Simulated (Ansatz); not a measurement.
What moves the field gradients of Sb₂S₃?

Cell of run 1: an entry of the Crystallography Open Database (COD).

```
Sb S
1.0
    11.31100    0.00000    0.00000
     0.00000    3.83890    0.00000
     0.00000    0.00000   11.22300
Sb S
8 12
Direct
  0.47061 0.25000 0.32595
  0.02939 0.75000 0.82595
  0.97061 0.25000 0.17405
  0.52939 0.75000 0.67405
  0.35059 0.75000 0.03602
  0.14941 0.25000 0.53602
  0.85059 0.75000 0.46398
  0.64941 0.25000 0.96398
  0.29214 0.25000 0.19181
  0.20786 0.75000 0.69181
  0.79214 0.25000 0.30819
  0.70786 0.75000 0.80819
  0.54980 0.75000 0.12300
  0.95020 0.25000 0.62300
  0.04980 0.75000 0.37700
  0.45020 0.25000 0.87700
  0.37510 0.75000 0.43890
  0.12490 0.25000 0.93890
  0.87510 0.75000 0.06110
  0.62490 0.25000 0.56110
```

Atoms are numbered from 1 in the order listed; like atoms form one site, named after its first atom.

Relaxed positions (PBE, cell held):

```
CELL_PARAMETERS angstrom
11.31100 0.00000 0.00000
0.00000 3.83890 0.00000
0.00000 0.00000 11.22300
ATOMIC_POSITIONS crystal
Sb 0.47338 0.25000 0.32513
Sb 0.02662 0.75000 0.82513
Sb 0.97338 0.25000 0.17487
Sb 0.52662 0.75000 0.67487
Sb 0.34905 0.75000 0.03428
Sb 0.15095 0.25000 0.53428
Sb 0.84905 0.75000 0.46572
Sb 0.65095 0.25000 0.96572
S 0.29109 0.25000 0.19072
S 0.20891 0.75000 0.69072
S 0.79109 0.25000 0.30928
S 0.70891 0.75000 0.80928
S 0.55050 0.75000 0.12441
S 0.94950 0.25000 0.62441
S 0.05050 0.75000 0.37559
S 0.44950 0.25000 0.87559
S 0.37551 0.75000 0.44035
S 0.12449 0.25000 0.94035
S 0.87551 0.75000 0.05965
S 0.62449 0.25000 0.55965
```

All runs are DFT with Ansatz 0.2.0 (plane waves and PAW, scalar-relativistic unless spin–orbit coupling is named, Γ-centred meshes, Fermi–Dirac smearing where given) in this cell.

Run 1: PBE, atoms as given; 420 eV, 3×7×3 k-points, smearing 0.02 eV.
Run 2: PBE, atoms relaxed; 420 eV, 3×7×3 k-points, smearing 0.02 eV.
Run 3: r2SCAN, at the relaxed atoms; 500 eV, 3×7×3 k-points, smearing 0.02 eV.

Question: What does each run give, and what moves the gradients most?

Answer: 

```
run   Sb1 V_zz (η)   Sb5 V_zz (η)  S9 V_zz (η)  S13 V_zz (η)   S17 V_zz (η)
  1  -15.98 (0.36)   -20.2 (0.02)  4.93 (0.80)   6.71 (0.77)  -13.28 (0.41)
  2  -14.27 (0.41)  -17.11 (0.03)  4.75 (0.79)   6.26 (0.84)  -13.00 (0.33)
  3  -15.79 (0.41)  -18.87 (0.04)  4.85 (0.84)   6.70 (0.77)  -13.29 (0.34)
```

V_zz in 10²¹ V/m². Against run 1, the gradient tensors on these sites move by at most 3.30 in run 2 (Sb5), 1.78 in run 3 (Sb5). Taken one at a time, the positions of the atoms (as given or relaxed) move the tensors on these sites by up to 3.30 (largest principal value of the change, on Sb5), the functional (r2SCAN with its higher cutoff) by 1.76 (Sb5).

Without spin–orbit coupling (the program notes it for Sb) the gradients are little affected as a rule: paired runs on crystals with a gap mostly move them by under 2 % at such atoms. With these PAW files V_zz is typically within 2 to 3 % of all-electron values, but misses above 10 % occur on Sb. In runs 1, 3 the atoms aren't at the calculated equilibrium (largest force 0.32, 0.31 eV/Å).
